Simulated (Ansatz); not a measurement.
Reactions of C$_{7}$H$_{6}$ (`C#CC1(C#C)CC1`).

Computed with Ansatz on PBE0-D4/def2-TZVP structures; ΔE is electronic, products minus reactants. CCSD(T)/CBS adds triple-zeta CCSD(T) − MP2 to the extrapolated MP2 energy (def2 sets, frozen cores). This one scheme is used for every species. DFT in def2-TZVPP. def2 core potentials past Kr. For Ge, Sn outer-core shells are correlated without core-valence functions, which leaves a few kJ/mol of doubt a bond. Scalar relativity is left out up to krypton. Each species was taken in one conformer, which may not be the lowest.

```
                                                                    reaction  CCSD/CBS(def2) (kcal/mol)  MP2/CBS(def2) (kcal/mol)  ωB97M-V (kcal/mol)
                     `C#CC1(C#C)CC1` + `N[SiH3]` → `C#CN[SiH3]` + `C#CC1CC1`                        7.1                       9.1                 5.8
`C#CC1(C#C)CC1` + `[CH3][SnH2][CH3]` → `C#[C][SnH]([CH3])[CH3]` + `C#CC1CC1`                      -12.6                     -11.9               -10.9
                      `C#CC1(C#C)CC1` + benzene → `C#Cc1ccccc1` + `C#CC1CC1`                       -3.6                      -3.8                -3.8
           `C#CC1(C#C)CC1` + `[NH2][GeH3]` → `C#[C][GeH2][NH2]` + `C#CC1CC1`                      -11.7                     -10.6               -11.0
```

Q: Give the CCSD(T)/CBS values in the same order. (Best estimate.)

A: The calculation gave: 7.6, -12.4, -3.7, -11.4 kcal/mol.

Largest T1 diagnostic: 0.012, for `C#CN[SiH3]`.
